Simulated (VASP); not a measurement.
Input of a VASP 6.6.1 run:

POSCAR

```
Si
1.0
    0.0000000000      2.7218511865      2.7218511865
    2.7218511865      0.0000000000      2.7218511865
    2.7218511865      2.7218511865      0.0000000000
Si
2
Direct
    0.5000000000      0.5000000000      0.5000000000
    0.7500000000      0.7500000000      0.7500000000
```

INCAR.step1

```
ALGO     = Fast           # electronic algorithm
EDIFF    = 1E-6           # SCF threshold, eV
ENCUT    = 500            # plane-wave cutoff, eV
GGA      = PE             # functional
ISIF     = 2              # what is computed and relaxed
ISMEAR   = -1             # smearing method
LASPH    = True           # aspherical terms in the spheres
LCHARG   = True           # write CHGCAR
LREAL    = False          # projectors in reciprocal space
LWAVE    = False          # write WAVECAR
NBANDS   = 11             # bands
NELM     = 60             # most SCF steps
PREC     = Accurate       # precision mode
SIGMA    = 0.05           # smearing width, eV
```

File KPOINTS.step1:

```
k-points
0
Gamma
  8 8 8
```

File INCAR.step2:

```
ALGO     = Fast           # electronic algorithm
EDIFF    = 1E-6           # SCF threshold, eV
ENCUT    = 500            # plane-wave cutoff, eV
GGA      = PE             # functional
ICHARG   = 11             # starting density
ISIF     = 2              # what is computed and relaxed
ISMEAR   = 0              # smearing method
LASPH    = True           # aspherical terms in the spheres
LCHARG   = False          # write CHGCAR
LREAL    = False          # projectors in reciprocal space
LWAVE    = False          # write WAVECAR
NBANDS   = 11             # bands
NELM     = 60             # most SCF steps
PREC     = Accurate       # precision mode
SIGMA    = 0.05           # smearing width, eV
```

File KPOINTS.step2:

```
path GXWKGLUWLK,UX
15
line-mode
reciprocal
 0.0000000000  0.0000000000  0.0000000000  G
 0.5000000000  0.0000000000  0.5000000000  X

 0.5000000000  0.0000000000  0.5000000000  X
 0.5000000000  0.2500000000  0.7500000000  W

 0.5000000000  0.2500000000  0.7500000000  W
 0.3750000000  0.3750000000  0.7500000000  K

 0.3750000000  0.3750000000  0.7500000000  K
 0.0000000000  0.0000000000  0.0000000000  G

 0.0000000000  0.0000000000  0.0000000000  G
 0.5000000000  0.5000000000  0.5000000000  L

 0.5000000000  0.5000000000  0.5000000000  L
 0.6250000000  0.2500000000  0.6250000000  U

 0.6250000000  0.2500000000  0.6250000000  U
 0.5000000000  0.2500000000  0.7500000000  W

 0.5000000000  0.2500000000  0.7500000000  W
 0.5000000000  0.5000000000  0.5000000000  L

 0.5000000000  0.5000000000  0.5000000000  L
 0.3750000000  0.3750000000  0.7500000000  K

 0.6250000000  0.2500000000  0.6250000000  U
 0.5000000000  0.0000000000  0.5000000000  X
```

Potentials or basis: VASP PAW PBE potentials, release 64 (Si).

Run with:

```bash
$ cat potpaw_PBE.64/Si/POTCAR > POTCAR
$ cp INCAR.step1 INCAR
$ cp KPOINTS.step1 KPOINTS
$ mpirun -np 1 vasp_std > vasp.out
$ cp INCAR.step2 INCAR
$ cp KPOINTS.step2 KPOINTS
$ mpirun -np 1 vasp_std > vasp.out
```

Question: Estimate the band gap along the path.

Answer: 0.59 eV, indirect (least direct gap 2.56 eV).

Question: Estimate the band gap on the k mesh.

Answer: 0.63 eV, indirect (least direct gap 2.56 eV).

Levels at the corners of the path, in eV from the valence-band top:
```csv
point,band 1,band 2,band 3,band 4,band 5,band 6,band 7,band 8
Γ,-11.91,0.00,0.00,0.00,2.56,2.56,2.56,3.29
X,-7.79,-7.79,-2.83,-2.83,0.72,0.72,10.05,10.05
X,-7.79,-7.79,-2.83,-2.83,0.72,0.72,10.05,10.05
W,-7.63,-7.63,-3.82,-3.82,4.27,4.27,4.98,4.98
W,-7.63,-7.63,-3.82,-3.82,4.27,4.27,4.98,4.98
K,-8.20,-7.20,-4.26,-2.41,1.21,4.12,7.44,7.98
K,-8.20,-7.20,-4.26,-2.41,1.21,4.12,7.44,7.98
Γ,-11.91,0.00,0.00,0.00,2.56,2.56,2.56,3.29
Γ,-11.91,0.00,0.00,0.00,2.56,2.56,2.56,3.29
L,-9.60,-6.93,-1.19,-1.19,1.52,3.34,3.34,7.72
L,-9.60,-6.93,-1.19,-1.19,1.52,3.34,3.34,7.72
U,-8.20,-7.20,-4.26,-2.41,1.21,4.12,7.44,7.98
U,-8.20,-7.20,-4.26,-2.41,1.21,4.12,7.44,7.98
W,-7.63,-7.63,-3.82,-3.82,4.27,4.27,4.98,4.98
W,-7.63,-7.63,-3.82,-3.82,4.27,4.27,4.98,4.98
L,-9.60,-6.93,-1.19,-1.19,1.52,3.34,3.34,7.72
L,-9.60,-6.93,-1.19,-1.19,1.52,3.34,3.34,7.72
K,-8.20,-7.20,-4.26,-2.41,1.21,4.12,7.44,7.98
U,-8.20,-7.20,-4.26,-2.41,1.21,4.12,7.44,7.98
X,-7.79,-7.79,-2.83,-2.83,0.72,0.72,10.05,10.05
```

Caveat: the log is that of the step along the path at fixed density, whose energy, stress, charges and moments have no meaning.
